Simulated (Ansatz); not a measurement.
# AgBr3 (element-swapped structure): how the settings move a single-point run

Question: which choices in the input matter for AgBr3 (element-swapped structure)?

Program: Ansatz 0.2.0. Level of theory: reference: DFT r2SCAN, plane waves, PAW, scalar-relativistic, no spin polarisation. These are calculated values, not measurements.

## (1) The starting structure

It takes space group P-3m1 (No. 164, trigonal). The conventional cell has a = 3.723 Å, b = 3.723 Å, c = 9.118 Å, α = 90.00°, β = 90.00°, γ = 120.00°. Br (site symmetry -3m) has 12 Br at 3.72 Å as nearest neighbours. Around Br (site symmetry 3m) lie 3 Ag at 2.63 Å. Ag (site symmetry -3m) is surrounded by 6 Br at 2.63 Å.

Structure file:

```cif
data_structure
_symmetry_space_group_name_H-M 'P 1'
_symmetry_Int_Tables_number 1
_cell_length_a 3.7233
_cell_length_b 3.7233
_cell_length_c 9.1181
_cell_angle_alpha 90.000
_cell_angle_beta 90.000
_cell_angle_gamma 120.000
_cell_volume 109.47
loop_
_atom_site_label
_atom_site_type_symbol
_atom_site_fract_x
_atom_site_fract_y
_atom_site_fract_z
_atom_site_occupancy
Br1 Br 0.00000 0.00000 0.00000 1
Br2 Br 0.33333 0.66667 0.33333 1
Br3 Br 0.66667 0.33333 0.66667 1
Ag1 Ag 0.00000 0.00000 0.50000 1
```

## (2) Baseline

input.yaml reads:

```yaml
crystal:
  lattice:
    - [3.723316, 0.0, 0.0]
    - [-1.861658, 3.224488, 0.0]
    - [0.0, 0.0, 9.118107]
  atoms:
    - { symbol: Br, position: [0.0, 0.0, 0.0] }
    - { symbol: Br, position: [0.33333, 0.66667, 0.33333] }
    - { symbol: Br, position: [0.66667, 0.33333, 0.66667] }
    - { symbol: Ag, position: [0.0, 0.0, 0.5] }
  symmetry: { tolerance: 0.0003 }
kpoints:
  mp_grid: { grid: [6, 6, 2], shift: [0, 0, 0] }
magnetization:
  spin_polarized: false
scf:
  occupations: { method: fermi_dirac }
hamiltonian:
  pseudopotentials: { kind: paw }
  xc: r2scan
basis:
  ecutwfc: 500
output:
  forces: true
  stress: true
  eigenvalues: true
  write_density: true
  write_potential: true
  elf: true
  volumetric_format: npy
```

On the command line:

```sh
ansatz run input.yaml --threads 1 --pin off --max-ram 2560MiB --backend cpu --events-out ev --progress --plain --runs-dir out
```

## (3) Changed: occupations.method tetrahedron, eigensolver.kind davidson, xc_grid 1

Changes to input.yaml since step 2:

```diff
@@ -16,3 +16,4 @@
 scf:
-  occupations: { method: fermi_dirac }
+  occupations: { method: tetrahedron }
+  eigensolver: { kind: davidson }
 hamiltonian:
@@ -22,2 +23,3 @@
   ecutwfc: 500
+  xc_grid: 1
 output:
```

## (4) Changing settings: mp_grid.shift [0.5, 0.5, 0.5], dr2_threshold 1.0e-11

Changes to input.yaml since step 2:

```diff
@@ -12,3 +12,3 @@
 kpoints:
-  mp_grid: { grid: [6, 6, 2], shift: [0, 0, 0] }
+  mp_grid: { grid: [6, 6, 2], shift: [0.5, 0.5, 0.5] }
 magnetization:
@@ -17,2 +17,3 @@
   occupations: { method: fermi_dirac }
+  convergence: { dr2_threshold: 1.0e-11 }
 hamiltonian:
@@ -26,5 +27 @@
   eigenvalues: true
-  write_density: true
-  write_potential: true
-  elf: true
-  volumetric_format: npy
```

## (5) Changed: scf.algorithm density_mixing, hubbard.sites [{species: Ag, l: d, u_eff: 8.0}], hubbard.double_counting fll

Changes to input.yaml since step 2:

```diff
@@ -17,2 +17,3 @@
   occupations: { method: fermi_dirac }
+  algorithm: density_mixing
 hamiltonian:
@@ -20,2 +21,3 @@
   xc: r2scan
+  hubbard: { sites: [{ species: Ag, l: d, u_eff: 8.0 }], double_counting: fll }
 basis:
@@ -26,5 +28 @@
   eigenvalues: true
-  write_density: true
-  write_potential: true
-  elf: true
-  volumetric_format: npy
```

## (6) The same system, input altered

Changes to input.yaml since step 2:

```diff
@@ -16,3 +16,3 @@
 scf:
-  occupations: { method: fermi_dirac }
+  max_iter: 60
 hamiltonian:
@@ -26,5 +26 @@
   eigenvalues: true
-  write_density: true
-  write_potential: true
-  elf: true
-  volumetric_format: npy
```

(Steps that only read results are left out.)

Before running it: what results should come out? Wanted: for each run, ending; energy change; pressure; gap; force.

The runs gave:

| run | ending | energy change | pressure (GPa) | gap (eV) | force (eV/Å) | cycles | time |
| --- | --- | --- | --- | --- | --- | --- | --- |
| reference | converged | 0 | 3.2 | 0.00 | 0.93 | 9 | 18 s |
| 1: occupations.method tetrahedron, eigensolver.kind davidson, xc_grid 1 | converged | +2.3 meV/atom (σ→0) | 3.0 | 0.00 | 0.95 | 10 | 13 s |
| 2: mp_grid.shift [0.5, 0.5, 0.5], dr2_threshold 1.0e-11 | converged | +4.5 meV/atom | 3.3 | 0.00 | 0.94 | 12 | 24 s |
| 3: scf.algorithm density_mixing, hubbard.sites [{species: Ag, l: d, u_eff: 8.0}], hubbard.double_counting fll | converged | +208.0 meV/atom (U changed: no physical gain or loss) | 4.5 | 0.00 | 1.32 | 13 | 22 s |
| 4: method left out | refused | - | - | - | - | - | 0.02 s |

Times don't compare one to one where runs were asked for different outputs or read a saved state (see the inputs); cycles may leave out searches for a lower state.

Residual by cycle in the longest SCF loop of each run; runs are numbered as in the table. The quantity is the density residual dr2, in eV.

```csv
cycle,reference,run 1,run 2,run 3
1,0.168,0.236,0.343,17.7
2,0.0405,0.517,0.0492,35.2
3,0.00475,0.0167,0.0045,12.7
4,0.00103,0.0124,9.3e-4,0.775
5,4.4e-4,3.1e-4,4.4e-4,0.328
6,1.3e-4,8.8e-4,1.1e-4,0.0433
8,4.9e-8,1.1e-4,1.4e-7,0.00249
9,5.7e-9,5.5e-6,1.1e-8,2.2e-4
10,-,5.4e-8,1.5e-9,1.4e-4
11,-,-,6.9e-11,3.0e-6
12,-,-,3.1e-12,2.4e-7
13,-,-,-,5.4e-8
```

**Reading.** A changed U is a change of model: its shifts are not errors of convergence. 1 of the 4 altered inputs did not end normally.

The reference has limits of its own: its mesh is coarse for a cell with so small a gap or none; the structure is made up and not relaxed.
